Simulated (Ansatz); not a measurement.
The polar optical mode of AlN at 30 GPa, worked through

These are results of DFT PBE, scalar-relativistic, plane waves, PAW in Ansatz, not measurements. Cutoff 420 eV, 10×10×10 k-points (Γ-centred), fixed occupations. No spin polarisation. Phonons by linear response, acoustic sum rule imposed.

The cell, relaxed at 30 GPa:
```cif
data_structure
_symmetry_space_group_name_H-M 'F-43m'
_symmetry_Int_Tables_number 216
_cell_length_a 4.2267
_cell_length_b 4.2267
_cell_length_c 4.2267
_cell_angle_alpha 90.000
_cell_angle_beta 90.000
_cell_angle_gamma 90.000
_cell_volume 75.51
loop_
_atom_site_label
_atom_site_type_symbol
_atom_site_symmetry_multiplicity
_atom_site_Wyckoff_symbol
_atom_site_fract_x
_atom_site_fract_y
_atom_site_fract_z
_atom_site_occupancy
Al1 Al 4 a 0.00000 0.00000 0.00000 1
N1 N 4 c 0.25000 0.25000 0.25000 1
```

Other phases may be more stable at this pressure.

Linear response gives ν_TO = 753.6 cm⁻¹, Born charges ±2.535 e (positive on Al) and ε∞ = 4.428. The primitive cell holds 18.878 Å³, and the masses are 26.982 and 14.007 amu.

Q: Find ν_LO and the static dielectric constant.

A: The long-wave field adds a restoring force: ω_LO² − ω_TO² = Z*²e²/(ε_vac ε∞ μV). In these units ν_LO² − ν_TO² = 4.92064×10⁷ Z*²/(μ V ε∞) cm⁻², with μ = m₁m₂/(m₁ + m₂) = 9.220 amu: 410202 cm⁻². So ν_LO = √(753.6² + 410202) = 989.0 cm⁻¹, and the run gives 989.0. Lyddane–Sachs–Teller then gives ε0 = ε∞ (ν_LO/ν_TO)² = 7.63, against 7.63 in the run (it forms both from the same three quantities, so the match checks the arithmetic only). Between ν_TO and ν_LO the dielectric function is negative and an undamped crystal reflects fully: a reststrahlen band from 10.1 to 13.3 μm.

Q: What do the Clausius–Mossotti polarisability and the Szigeti charge come to?

A: With the Lorentz local field, α = (3V/4π)(ε∞ − 1)/(ε∞ + 2) = 2.40 Å³ for the pair, and e_S = 3Z*/(ε∞ + 2) = 1.18 e. The Born charge includes the electrons' response to the dipole's own local field, and e_S takes that enhancement out. The Lorentz field assumes point-like polarisable ions, a poor picture once ε∞ is this large, since the electron clouds then overlap or are shared, so both numbers are formal here.

Q: How strongly does a slow electron couple to the LO mode?

A: For one isotropic parabolic band, Fröhlich's constant is α_F = (1/ε∞ − 1/ε0) √(m* Ry/ħω_LO), with Ry = 13.606 eV, ħω_LO = 122.6 meV and m* in free-electron masses: α_F = 0.0947 × 10.53 × √m* = 1.00 √m*. The band mass isn't part of this run; for m* = 0.1, 0.3 and 1 it gives 0.32, 0.55, 1.00. In weak coupling the polaron lies α_F ħω_LO below the band edge (67 meV at m* = 0.3) with a mass m*(1 + α_F/6); past α_F of about 5 or 6 that expansion fails. A semilocal functional's ε∞ tends to be too large, which taken alone lowers α_F.

This zinc-blende form isn't the usual stable structure of the compound at low pressure.

Cost: 1 run of about 0.35 core-minutes, on Arm Neoverse V2 (shared hosts).